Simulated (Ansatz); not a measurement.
Set up this calculation in Ansatz 0.2.0, as the native input.

```
Task                        : single point
Functional                  : HSE(alpha, omega)
Potentials or basis         : all-electron PAW datasets made for the crystal
Cutoff                      : 270 eV (chosen from the basis error)
k mesh                      : 4 × 4 × 4
Occupations                 : fermi-dirac, width 0.05 eV
Spin                        : no spin polarisation
Share of exact exchange     : 0.25
Screening of exact exchange : 0.2 1/A
```

The system is Sb.

```
Sb
1.0
     2.15420    1.24373    3.75800
    -2.15420    1.24373    3.75800
     0.00000   -2.48746    3.75800
Sb
2
Cartesian
  0.0000 0.0000 8.6416
  0.0000 0.0000 2.6324
```

The input as run:

input.yaml

```yaml
crystal:
  lattice:
    - [2.1542, 1.2437279499, 3.758]
    - [-2.1542, 1.2437279499, 3.758]
    - [0.0, -2.4874558998, 3.758]
  atoms:
    - { symbol: Sb, position: [0.76651, 0.76651, 0.76651] }
    - { symbol: Sb, position: [0.23349, 0.23349, 0.23349] }
kpoints:
  mp_grid: { grid: [4, 4, 4] }
scf:
  occupations: { method: fermi_dirac, width: 0.05 }
hamiltonian:
  xc: { preset: hse06, exx: { coeff: 0.25, omega: 0.2 } }
  pseudopotentials: { kind: all_electron, datasets: crystal }
output:
  forces: true
  stress: true
```

Potentials or basis: all-electron PAW datasets made for the crystal.

Run with:

```bash
$ ansatz run input.yaml --threads 1 --pin off --max-ram 3072MiB --backend cpu --events-out ev --progress --plain --runs-dir out
```

Results of the run:

| Property | Result |
| --- | --- |
| Pressure | 0.8 GPa |
| Largest force | 0.327 eV/Å |
| Band gap on the k mesh | 0.30 eV, indirect (least direct gap 0.43 eV) |

Caveat: the k mesh is coarse (spacing up to 0.44 Å⁻¹), so the values aren't converged, least of all with exact exchange; the program warned that the printed levels may be off, so bands, gaps and densities of states are rough; spin-orbit coupling is left out, which moves the levels of the heavy elements.

Wall time 2.4 min on 1 thread of Intel(R) Xeon(R) Processor @ 2.50GHz (Skylake/Cascade Lake) (shared host), peak memory 0.63 GiB.
